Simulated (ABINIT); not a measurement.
# AlPt (Pm-3m) in ABINIT: equation of state

Aim: energy against volume of AlPt in PBEsol, for its equilibrium volume and stiffness.

Everything below comes from runs of ABINIT 10.8.3 (patched build). Logs are shortened: lines on timing, memory, paths and dates and some standing lists are left out, and cuts for length are marked. The log counts tension as positive stress, the text compression.

### Step 1. Starting point

The structure is cubic, space group Pm-3m (No. 221). The conventional cell has a = 3.092 Å, b = 3.092 Å, c = 3.092 Å, α = 90.00°, β = 90.00°, γ = 90.00°. Around Pt (site symmetry m-3m) lie 8 Al at 2.68 Å. Al (site symmetry m-3m) has 8 Pt at 2.68 Å as nearest neighbours.

Measurements of this composition are mostly on another form, of space group No. 198.

### Step 2. Equation of state, PBEsol

Contents of run.abi:

```
# Datasets: one volume each
ndtset 7
getwfk -1
scalecart1 3*0.9795861087
scalecart2 3*0.9864848297
scalecart3 3*0.9932883884
scalecart4 3*1.0000000000
scalecart5 3*1.0066227096
scalecart6 3*1.0131594038
scalecart7 3*1.0196128224

# Pseudopotentials
pp_dirpath "./"
pseudos "Pt.upf, Al.upf"

# Structure
acell 3*1.0 Angstrom
rprim
     3.0915460000     0.0000000000     0.0000000000
     0.0000000000     3.0915460000     0.0000000000
     0.0000000000     0.0000000000     3.0915460000
ntypat 2
znucl 78 13
natom 2
typat 1 2
xred
     0.5000000000     0.5000000000     0.5000000000
     0.0000000000     0.0000000000     0.0000000000

# Plane-wave basis
ecut 42.0

# k points
kptopt 1
ngkpt 9 9 9
nshiftk 1
shiftk 0.0 0.0 0.0

# Exchange and correlation
ixc -116133

# Bands and occupations
nband 15
occopt 3
tsmear 0.05 eV

# SCF cycle
nstep 100
tolvrs 1.0e-10

# Output
iomode 3
prtwf 1
prtden 0
prteig 0
prtebands 0
enunit 2
```

Potentials or basis: PseudoDojo NC SR PBEsol v0.4.1 standard.

Run with:

```console
$ abinit run.abi > log 2>&1
```

run.abo:

```text
.Version 10.8.3 of ABINIT
 DATASET    1 : space group Pm -3 m (#221); Bravais cP (primitive cubic)
================================================================================
 Values of the parameters that define the memory need for DATASET  1.
     intxc =       0    ionmov =       0      iscf =       7    lmnmax =       8
     lnmax =       8     mgfft =      36  mpssoang =       4    mqgrid =    3001
     natom =       2  nloc_mem =       1    nspden =       1   nspinor =       1
    nsppol =       1      nsym =      48    n1xccc =    2501    ntypat =       2
    occopt =       3   xclevel =       2
       mpw =        2465          nfft =       46656          nkpt =          35
================================================================================
================================================================================
[... 61 lines left out ...]
 DATASET    7 : space group Pm -3 m (#221); Bravais cP (primitive cubic)
================================================================================
 Values of the parameters that define the memory need for DATASET  7.
     intxc =       0    ionmov =       0      iscf =       7    lmnmax =       8
     lnmax =       8     mgfft =      36  mpssoang =       4    mqgrid =    3001
     natom =       2  nloc_mem =       1    nspden =       1   nspinor =       1
    nsppol =       1      nsym =      48    n1xccc =    2501    ntypat =       2
    occopt =       3   xclevel =       2
       mpw =        2766          nfft =       46656          nkpt =          35
================================================================================
================================================================================

--------------------------------------------------------------------------------
------------- Echo of variables that govern the present computation ------------
--------------------------------------------------------------------------------
 -outvars: echo values of preprocessed input variables --------
            acell      1.8897261259E+00  1.8897261259E+00  1.8897261259E+00 Bohr
              amu      1.95080000E+02  2.69815390E+01
             ecut      4.20000000E+01 Hartree
           enunit           2
           getwfk          -1
              ixc     -116133
           jdtset        1    2    3    4    5    6    7
         kptrlatt        9    0    0      0    9    0      0    0    9
          kptrlen1     5.15062234E+01
          kptrlen2     5.18689553E+01
          kptrlen3     5.22266835E+01
          kptrlen4     5.25795772E+01
          kptrlen5     5.29277965E+01
          kptrlen6     5.32714931E+01
          kptrlen7     5.36108111E+01
            natom           2
            nband          15
           ndtset           7
            ngfft          36      36      36
             nkpt          35
            nstep         100
             nsym          48
           ntypat           2
           occopt           3
           prtden           0
        prtebands           0
           prteig           0
            rprim1     3.0284355160E+00  0.0000000000E+00  0.0000000000E+00
                       0.0000000000E+00  3.0284355160E+00  0.0000000000E+00
                       0.0000000000E+00  0.0000000000E+00  3.0284355160E+00
            rprim2     3.0497632293E+00  0.0000000000E+00  0.0000000000E+00
                       0.0000000000E+00  3.0497632293E+00  0.0000000000E+00
                       0.0000000000E+00  0.0000000000E+00  3.0497632293E+00
            rprim3     3.0707967440E+00  0.0000000000E+00  0.0000000000E+00
                       0.0000000000E+00  3.0707967440E+00  0.0000000000E+00
                       0.0000000000E+00  0.0000000000E+00  3.0707967440E+00
            rprim4     3.0915460000E+00  0.0000000000E+00  0.0000000000E+00
                       0.0000000000E+00  3.0915460000E+00  0.0000000000E+00
                       0.0000000000E+00  0.0000000000E+00  3.0915460000E+00
            rprim5     3.1120204114E+00  0.0000000000E+00  0.0000000000E+00
                       0.0000000000E+00  3.1120204114E+00  0.0000000000E+00
                       0.0000000000E+00  0.0000000000E+00  3.1120204114E+00
            rprim6     3.1322289022E+00  0.0000000000E+00  0.0000000000E+00
                       0.0000000000E+00  3.1322289022E+00  0.0000000000E+00
                       0.0000000000E+00  0.0000000000E+00  3.1322289022E+00
            rprim7     3.1521799426E+00  0.0000000000E+00  0.0000000000E+00
                       0.0000000000E+00  3.1521799426E+00  0.0000000000E+00
                       0.0000000000E+00  0.0000000000E+00  3.1521799426E+00
          spgroup         221
           tolvrs      1.00000000E-10
           tsmear      1.83746611E-03 Hartree
            typat      1  2
           xangst1     1.5142177580E+00  1.5142177580E+00  1.5142177580E+00
                       0.0000000000E+00  0.0000000000E+00  0.0000000000E+00
           xangst2     1.5248816147E+00  1.5248816147E+00  1.5248816147E+00
                       0.0000000000E+00  0.0000000000E+00  0.0000000000E+00
           xangst3     1.5353983720E+00  1.5353983720E+00  1.5353983720E+00
                       0.0000000000E+00  0.0000000000E+00  0.0000000000E+00
           xangst4     1.5457730000E+00  1.5457730000E+00  1.5457730000E+00
                       0.0000000000E+00  0.0000000000E+00  0.0000000000E+00
           xangst5     1.5560102057E+00  1.5560102057E+00  1.5560102057E+00
                       0.0000000000E+00  0.0000000000E+00  0.0000000000E+00
           xangst6     1.5661144511E+00  1.5661144511E+00  1.5661144511E+00
                       0.0000000000E+00  0.0000000000E+00  0.0000000000E+00
           xangst7     1.5760899713E+00  1.5760899713E+00  1.5760899713E+00
                       0.0000000000E+00  0.0000000000E+00  0.0000000000E+00
            xcart1     2.8614568576E+00  2.8614568576E+00  2.8614568576E+00
                       0.0000000000E+00  0.0000000000E+00  0.0000000000E+00
            xcart2     2.8816086261E+00  2.8816086261E+00  2.8816086261E+00
                       0.0000000000E+00  0.0000000000E+00  0.0000000000E+00
            xcart3     2.9014824172E+00  2.9014824172E+00  2.9014824172E+00
                       0.0000000000E+00  0.0000000000E+00  0.0000000000E+00
            xcart4     2.9210876228E+00  2.9210876228E+00  2.9210876228E+00
                       0.0000000000E+00  0.0000000000E+00  0.0000000000E+00
            xcart5     2.9404331379E+00  2.9404331379E+00  2.9404331379E+00
                       0.0000000000E+00  0.0000000000E+00  0.0000000000E+00
            xcart6     2.9595273944E+00  2.9595273944E+00  2.9595273944E+00
                       0.0000000000E+00  0.0000000000E+00  0.0000000000E+00
            xcart7     2.9783783956E+00  2.9783783956E+00  2.9783783956E+00
                       0.0000000000E+00  0.0000000000E+00  0.0000000000E+00
             xred      5.0000000000E-01  5.0000000000E-01  5.0000000000E-01
                       0.0000000000E+00  0.0000000000E+00  0.0000000000E+00
            znucl       78.00000   13.00000

================================================================================

 chkinp: Checking input parameters for consistency, jdtset=   1.

 chkinp: Checking input parameters for consistency, jdtset=   2.

 chkinp: Checking input parameters for consistency, jdtset=   3.

 chkinp: Checking input parameters for consistency, jdtset=   4.
[... 18 lines left out ...]
 Real(R)+Recip(G) space primitive vectors, cartesian coordinates (Bohr,Bohr^-1):
 R(1)=  5.7229137  0.0000000  0.0000000  G(1)=  0.1747362  0.0000000  0.0000000
 R(2)=  0.0000000  5.7229137  0.0000000  G(2)=  0.0000000  0.1747362  0.0000000
 R(3)=  0.0000000  0.0000000  5.7229137  G(3)=  0.0000000  0.0000000  0.1747362
 Unit cell volume ucvol=  1.8743539E+02 bohr^3
 Angles (23,13,12)=  9.00000000E+01  9.00000000E+01  9.00000000E+01 degrees

 getcut: wavevector=  0.0000  0.0000  0.0000  ngfft=  36  36  36
         ecut(hartree)=     42.000   => boxcut(ratio)=   2.15623

--- Pseudopotential description ------------------------------------------------
- pspini: atom type   1  psp file is ./Pt.upf
12 -116133 3 -1 1358                          pspcod,pspxc,lmax,lloc,mmax
     nproj     2     2     2     2

- pspini: atom type   2  psp file is ./Al.upf
12 -116133 2 -1 1876                          pspcod,pspxc,lmax,lloc,mmax
     nproj     2     2     2     0

   5.71723413E+02                                ecore*ucvol(ha*bohr**3)
--------------------------------------------------------------------------------

================================================================================

--- !BeginCycle
iteration_state: {dtset: 1, }
solver: {iscf: 7, nstep: 100, nline: 4, wfoptalg: 0, }
tolerances: {tolvrs: 1.00E-10, }
...

     iter   Etot(hartree)      deltaE(h)  residm     vres2
 ETOT  1  -132.78615057279    -1.328E+02 2.477E-01 2.413E+02
 ETOT  2  -132.86261911595    -7.647E-02 1.363E-01 4.312E+02
 ETOT  3  -132.94428105251    -8.166E-02 9.393E-03 3.455E+00
 ETOT  4  -132.94483013953    -5.491E-04 4.187E-03 3.180E-03
 ETOT  5  -132.94483038194    -2.424E-07 1.950E-03 4.244E-03
 ETOT  6  -132.94483109228    -7.103E-07 1.302E-03 1.587E-06
 ETOT  7  -132.94483109267    -3.843E-10 7.217E-04 6.380E-08
 ETOT  8  -132.94483109268    -9.891E-12 5.543E-04 3.276E-10
 ETOT  9  -132.94483109268    -1.592E-12 2.803E-04 1.881E-13
[... 1032 lines left out ...]
 Cartesian components of stress tensor (hartree/bohr^3)
  sigma(1 1)=  5.01871270E-04  sigma(3 2)=  0.00000000E+00
  sigma(2 2)=  5.01871270E-04  sigma(3 1)=  0.00000000E+00
  sigma(3 3)=  5.01871270E-04  sigma(2 1)=  0.00000000E+00

-Cartesian components of stress tensor (GPa)         [Pressure= -1.4766E+01 GPa]
- sigma(1 1)=  1.47655625E+01  sigma(3 2)=  0.00000000E+00
- sigma(2 2)=  1.47655625E+01  sigma(3 1)=  0.00000000E+00
- sigma(3 3)=  1.47655625E+01  sigma(2 1)=  0.00000000E+00

== END DATASET(S) ==============================================================
================================================================================

 -outvars: echo values of variables after computation  --------
            acell      1.8897261259E+00  1.8897261259E+00  1.8897261259E+00 Bohr
           etotal1    -1.3294483109E+02
           etotal2    -1.3294540583E+02
           etotal3    -1.3294538061E+02
           etotal4    -1.3294482181E+02
           etotal5    -1.3294378886E+02
           etotal6    -1.3294233519E+02
           etotal7    -1.3294050835E+02
            fcart1    -0.0000000000E+00 -0.0000000000E+00 -0.0000000000E+00
                      -0.0000000000E+00 -0.0000000000E+00 -0.0000000000E+00
            fcart2    -0.0000000000E+00 -0.0000000000E+00 -0.0000000000E+00
                      -0.0000000000E+00 -0.0000000000E+00 -0.0000000000E+00
            fcart3    -0.0000000000E+00 -0.0000000000E+00 -0.0000000000E+00
                      -0.0000000000E+00 -0.0000000000E+00 -0.0000000000E+00
            fcart4    -0.0000000000E+00 -0.0000000000E+00 -0.0000000000E+00
                      -0.0000000000E+00 -0.0000000000E+00 -0.0000000000E+00
            fcart5    -0.0000000000E+00 -0.0000000000E+00 -0.0000000000E+00
                      -0.0000000000E+00 -0.0000000000E+00 -0.0000000000E+00
            fcart6    -0.0000000000E+00 -0.0000000000E+00 -0.0000000000E+00
                      -0.0000000000E+00 -0.0000000000E+00 -0.0000000000E+00
            fcart7    -0.0000000000E+00 -0.0000000000E+00 -0.0000000000E+00
                      -0.0000000000E+00 -0.0000000000E+00 -0.0000000000E+00
            rprim1     3.0284355160E+00  0.0000000000E+00  0.0000000000E+00
[... 30 lines left out ...]
           strten6     4.1390215474E-04  4.1390215474E-04  4.1390215474E-04
                       0.0000000000E+00  0.0000000000E+00  0.0000000000E+00
           strten7     5.0187127019E-04  5.0187127019E-04  5.0187127019E-04
                       0.0000000000E+00  0.0000000000E+00  0.0000000000E+00
           xangst1     1.5142177580E+00  1.5142177580E+00  1.5142177580E+00
                       0.0000000000E+00  0.0000000000E+00  0.0000000000E+00
           xangst2     1.5248816147E+00  1.5248816147E+00  1.5248816147E+00
                       0.0000000000E+00  0.0000000000E+00  0.0000000000E+00
           xangst3     1.5353983720E+00  1.5353983720E+00  1.5353983720E+00
                       0.0000000000E+00  0.0000000000E+00  0.0000000000E+00
           xangst4     1.5457730000E+00  1.5457730000E+00  1.5457730000E+00
                       0.0000000000E+00  0.0000000000E+00  0.0000000000E+00
           xangst5     1.5560102057E+00  1.5560102057E+00  1.5560102057E+00
                       0.0000000000E+00  0.0000000000E+00  0.0000000000E+00
           xangst6     1.5661144511E+00  1.5661144511E+00  1.5661144511E+00
                       0.0000000000E+00  0.0000000000E+00  0.0000000000E+00
           xangst7     1.5760899713E+00  1.5760899713E+00  1.5760899713E+00
                       0.0000000000E+00  0.0000000000E+00  0.0000000000E+00
             xred      5.0000000000E-01  5.0000000000E-01  5.0000000000E-01
                       0.0000000000E+00  0.0000000000E+00  0.0000000000E+00
 Calculation completed.
```

Run time: 4.1 min. Hardware: 1 thread of AMD EPYC 7R43 (Zen 3), shared host; peak memory 0.11 GiB.

What came out:

- Equilibrium volume: 14.32 Å³/atom
- Bulk modulus: 203 GPa
- Pressure derivative of the bulk modulus: 4.7

Energy against volume, from the lowest point:
```
volume (Å³/atom)  energy (meV/atom)
          13.888               7.82
          14.183               0.00
          14.478               0.34
          14.774               7.95
          15.069              22.00
          15.365              41.78
          15.660              66.63
```

Caveat: pressures at fixed basis lie under the slope of the energies.
